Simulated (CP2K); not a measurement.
ZnS (Wurtzite-2H):

```xyz
4
Lattice="3.8110 0.0000 0.0000 -1.9055 3.3004 0.0000 0.0000 0.0000 6.2340" Properties=species:S:1:pos:R:3 pbc="T T T"
Zn    1.9055    1.1001    3.1170
Zn    0.0000    2.2003    0.0000
S     1.9055    1.1001    5.5171
S     0.0000    2.2003    2.4001
```

Base run:

* Program: CP2K 2026.2
* Functional: PBE
* Potentials or basis: GTH_POTENTIALS Zn GTH-PADE-q12, S GTH-PADE-q6; DZVP-MOLOPT-SR-GTH basis
* Density cutoff: 6123 eV
* k mesh: 8 × 8 × 5
* Occupations: fermi-dirac, width 0.05 eV
* Spin: no spin polarisation

Its results: pressure 1.8 GPa.

The run is repeated on the same cell with these changes: potentials or basis from GTH_POTENTIALS Zn GTH-PADE-q12, S GTH-PADE-q6; DZVP-MOLOPT-SR-GTH basis to POTENTIAL_UZH Zn GTH-PBE0-q12, S GTH-PBE0-q6; DZVP-MOLOPT-SR-GTH basis; potentials from Zn GTH-PADE-q12 of GTH_POTENTIALS, S GTH-PADE-q6 of GTH_POTENTIALS to Zn GTH-PBE0-q12 of POTENTIAL_UZH, S GTH-PBE0-q6 of POTENTIAL_UZH. What comes out?

Pressure 4.6 GPa.

Caveats: the basis of atomic orbitals isn't converged, which shifts pressures, moduli and gaps; the potentials were made for another functional, which shifts forces and pressure (some runs).
